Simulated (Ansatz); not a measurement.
# GaP: the crystal squeezed far

The task here is to estimate one member of a computed series from the others.

Program: Ansatz 0.2.0. Level of theory: DFT PBEsol, with the methods named in each step. These are calculated values, not measurements.

1 further run of the same task is left out (set aside as unsound or not needed).

**The system as given**

Symmetry: Fm-3m, No. 225, cubic system. Conventional cell: a = 4.694 Å, b = 4.694 Å, c = 4.694 Å, α = 90.00°, β = 90.00°, γ = 90.00°. Ga (site symmetry m-3m) is surrounded by 6 P at 2.35 Å. Around P (site symmetry m-3m) lie 6 Ga at 2.35 Å.

Coordinates:

```cif
data_structure
_symmetry_space_group_name_H-M 'Fm-3m'
_symmetry_Int_Tables_number 225
_cell_length_a 4.6944
_cell_length_b 4.6944
_cell_length_c 4.6944
_cell_angle_alpha 90.000
_cell_angle_beta 90.000
_cell_angle_gamma 90.000
_cell_volume 103.45
loop_
_atom_site_label
_atom_site_type_symbol
_atom_site_symmetry_multiplicity
_atom_site_Wyckoff_symbol
_atom_site_fract_x
_atom_site_fract_y
_atom_site_fract_z
_atom_site_occupancy
Ga1 Ga 4 a 0.00000 0.00000 0.00000 1
P1 P 4 b 0.50000 0.00000 0.00000 1
```

The file gives the conventional cell by its symmetry; the runs use the cell typed in the input.

Whether this phase is the stable one at these pressures isn't tested.

Atoms are numbered in the order of the input: Ga1, P2.

The first run:

input.yaml

```yaml
crystal:
  lattice:
    - [0.0, 2.3472160896, 2.3472160896]
    - [2.3472160896, 0.0, 2.3472160896]
    - [2.3472160896, 2.3472160896, 0.0]
  atoms:
    - { symbol: Ga, position: [0.0, 0.0, 0.0] }
    - { symbol: P, position: [0.5, 0.5, 0.5] }
kpoints:
  mp_grid: { grid: [16, 16, 16] }
scf:
  occupations: { method: fermi_dirac, width: 0.05 }
hamiltonian:
  xc: pbesol
  pseudopotentials: { kind: paw }
output:
  forces: true
  stress: true
relax:
  f_tol: 0.005
  max_steps: 40
  cell: {}
```

Started as:

```sh
> ansatz run input.yaml --threads 1 --pin off --max-ram 2048MiB --backend cpu --events-out ev --progress --plain --runs-dir out
```

Among the steps run: Cell relaxed at zero pressure, PAW; More of the same log: cell relaxed at zero pressure; Volume scaled by 1, PAW; Volume scaled by 0.94, PAW; Volume scaled by 0.88, PAW; Volume scaled by 0.8, PAW; Volume scaled by 0.72, PAW; Volume scaled by 0.64, PAW; Volume scaled by 0.55, PAW; Volume scaled by 0.55, PAW (source ansatz).

One of the session's tables, all rows but one given; the rest of the session is left out.

```
             method  volume over the first  volume (Å³/atom)  pressure (GPa)
                PAW                      1            16.470            0.02
                PAW                   0.94            15.482            7.10
                PAW                   0.88                 ?               ?
                PAW                    0.8            13.176           36.65
                PAW                   0.72            11.859           67.90
                PAW                   0.64            10.541          118.78
                PAW                   0.55             9.059          218.89
PAW (source ansatz)                   0.55             9.059          219.19
```

Q: Estimate the row for PAW, 0.88 from the others.

The run gave: volume (Å³/atom): 14.494; pressure (GPa): 16.99. In the column «volume (Å³/atom)» it lies between PAW, 0.8 (13.176) and PAW, 0.94 (15.482).
